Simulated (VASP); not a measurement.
## VASP inputs for LiF (strained rocksalt)

INCAR

```
NELM = 120
LELF = .TRUE.
GGA = PE
EDIFF = 1E-7
LCHARG = .TRUE.
IBRION = -1
ISMEAR = -1
LASPH = .TRUE.
NBANDS = 12
NSW = 0
SIGMA = 0.02
PREC = Accurate
LWAVE = .FALSE.
ISIF = 2
ENCUT = 520
LREAL = .FALSE.
```

KPOINTS

```
KPOINTS created by Atomic Simulation Environment
0
Gamma
10 10 10
0 0 0
```

KPOINTS_OPT

```
special points
7
Reciprocal
0.0000000000 0.0000000000 0.0000000000 1
0.5000000000 0.0000000000 0.5000000000 1
0.6250000000 0.2500000000 0.6250000000 1
0.3750000000 0.3750000000 0.7500000000 1
0.5000000000 0.5000000000 0.5000000000 1
0.5000000000 0.2500000000 0.7500000000 1
0.0375000000 0.0375000000 0.0750000000 1
```

POSCAR

```
Li F
 1.0000000000000000
     0.0000000000000000    1.9948717392999999    2.0148204566999999
     1.9948717392999999    0.0000000000000000    2.0148204566999999
     1.9948717392999999    1.9948717392999999    0.0000000000000000
 Li  F
   1   1
Cartesian
  0.0000000000000000  0.0000000000000000  0.0000000000000000
  1.9948717392999997  1.9948717392999997  2.0148204566999994
```

VASP ran with the recommended PBE PAW datasets (10 valence electrons in the cell).

**Question.** What does this run give?

**Answer.** gap between bands v and c 9.25 eV; least direct gap 9.25 eV; pressure 3.2 GPa.

Band v is the last that the valence electrons fill when counted band by band, and c is the next. Levels in eV from the top of v:

```
point    v−1      v      c    c+1
    Γ  -0.02   0.00   9.25  24.05
    X  -1.08  -1.02  15.03  16.50
    K  -1.61  -0.75  14.65  14.93
    L  -0.26  -0.24  10.86  16.95
    W  -2.14  -0.83  15.07  15.26
```
